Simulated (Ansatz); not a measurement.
# Ga: single point with PBE

Ga:

```
CELL_PARAMETERS angstrom
2.71648 0.00000 0.00000
0.00000 2.71648 0.00000
0.00000 0.00000 2.71648
ATOMIC_POSITIONS crystal
Ga 0.00000 0.00000 0.00000
```

The cell was built by a generator and needn't be a form met in nature.

```
Program             : Ansatz 0.2.0
Task                : single point
Functional          : PBE
Potentials or basis : Ansatz PAW
Cutoff              : 420 eV (not typed: the program's choice for these potentials)
k mesh              : 10 × 10 × 10
Occupations         : gaussian, width 0.026 eV
Spin                : no spin polarisation
```

The pressure is 0.5 GPa. The band gap on the k mesh is none (metal or under the smearing width).

Levels at points of the mesh, in eV from the Fermi level:
| k point | band 3 | band 4 | band 5 | band 6 | band 7 | band 8 | band 9 | band 10 |
| --- | --- | --- | --- | --- | --- | --- | --- | --- |
| (0.00, 0.00, 0.00) | -14.57 | -14.57 | -14.57 | -10.56 | 8.95 | 8.95 | 8.95 | 11.80 |
| (0.00, 0.00, -0.50) | -14.71 | -14.71 | -14.55 | -6.20 | -4.10 | 12.37 | 12.37 | 15.38 |
| (0.00, -0.50, -0.50) | -14.69 | -14.69 | -14.43 | -1.65 | -0.67 | -0.67 | 4.22 | 15.88 |
| (-0.50, -0.50, -0.50) | -14.90 | -14.42 | -14.42 | 2.62 | 2.62 | 2.62 | 3.77 | 8.17 |

Wall time 0.76 s on 2 threads of Arm Neoverse V1 (shared host), peak memory 0.26 GiB.
